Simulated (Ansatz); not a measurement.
Computed with Ansatz 0.2.0, DFT PBE, scalar-relativistic, plane waves, PAW. Settings: cutoff 420 eV, Γ-centred meshes spaced at most about 0.3 Å⁻¹, and about 0.25 Å⁻¹ or finer for metals (2π included), Gaussian smearing. No spin polarisation.

Each guess is relaxed in cell and atoms at zero pressure, on a coarse mesh first where it starts far from rest and then on a converged one. The steps can't lower the symmetry of the start, but it can rise. Energies are static (0 K, no zero-point motion).

Two unrelaxed guesses for YZr2O2:

A.

```cif
data_structure
_symmetry_space_group_name_H-M 'P-3m1'
_symmetry_Int_Tables_number 164
_cell_length_a 3.8951
_cell_length_b 3.8951
_cell_length_c 6.2451
_cell_angle_alpha 90.000
_cell_angle_beta 90.000
_cell_angle_gamma 120.000
_cell_volume 82.06
loop_
_atom_site_label
_atom_site_type_symbol
_atom_site_symmetry_multiplicity
_atom_site_Wyckoff_symbol
_atom_site_fract_x
_atom_site_fract_y
_atom_site_fract_z
_atom_site_occupancy
Y1 Y 1 a 0.00000 0.00000 0.00000 1
Zr1 Zr 2 d 0.33333 0.66667 0.36944 1
O1 O 2 d 0.33333 0.66667 0.76793 1
```

B.

```cif
data_structure
_symmetry_space_group_name_H-M 'P4/mmm'
_symmetry_Int_Tables_number 123
_cell_length_a 3.9308
_cell_length_b 3.9308
_cell_length_c 5.3971
_cell_angle_alpha 90.000
_cell_angle_beta 90.000
_cell_angle_gamma 90.000
_cell_volume 83.39
loop_
_atom_site_label
_atom_site_type_symbol
_atom_site_symmetry_multiplicity
_atom_site_Wyckoff_symbol
_atom_site_fract_x
_atom_site_fract_y
_atom_site_fract_z
_atom_site_occupancy
Y1 Y 1 a 0.00000 0.00000 0.00000 1
Zr1 Zr 2 e 0.50000 0.00000 0.50000 1
O1 O 2 h 0.50000 0.50000 0.80279 1
```

Problem. Where do they end, and which end is lower?

Solution. A ends lower, by 0.85 eV/atom. A: P-3m1 at 16.4 Å³/atom → P-3m1 at 15.3 Å³/atom; B: P4/mmm at 16.7 Å³/atom → P4/mmm at 17.3 Å³/atom. Counting O atoms around Y and Zr (those within 1.25 times the shortest such distance or 1.15 times the sum of covalent radii; the shortest distance is added where it is long for a bond), the end of A has Y 6, Zr 3 and the end of B has Y 8 from 3.2 Å, Zr 4. End of A. Conventional cell: a = 3.297 Å, c = 8.152 Å. Y has 6 O at 2.33 Å, 6 Y at 3.30 Å and 6 Zr at 3.38 Å; Zr is surrounded by 3 O at 2.39 Å, 9 Zr at 3.20–3.30 Å and 3 Y at 3.38 Å; O has 3 Y at 2.33 Å and 3 Zr at 2.39 Å. End of B. Conventional cell: a = 3.897 Å, c = 5.700 Å. Y is surrounded by 8 O at 3.18 Å and 8 Zr at 3.45 Å; around Zr lie 4 O at 2.32 Å, 4 Zr at 2.76 Å and 4 Y at 3.45 Å; around O lie 4 Zr at 2.32 Å, 1 O at 2.53 Å, 1 O at 3.17 Å and 4 Y at 3.18 Å.

Ends held by symmetry can be saddle points. In P-3m1, P4/mmm an odd number of electrons in the primitive cell allows no gap without spin; a larger cell or a magnetic state could open one. A magnetic state wasn't ruled out in cells without spin, among them P-3m1, P4/mmm.
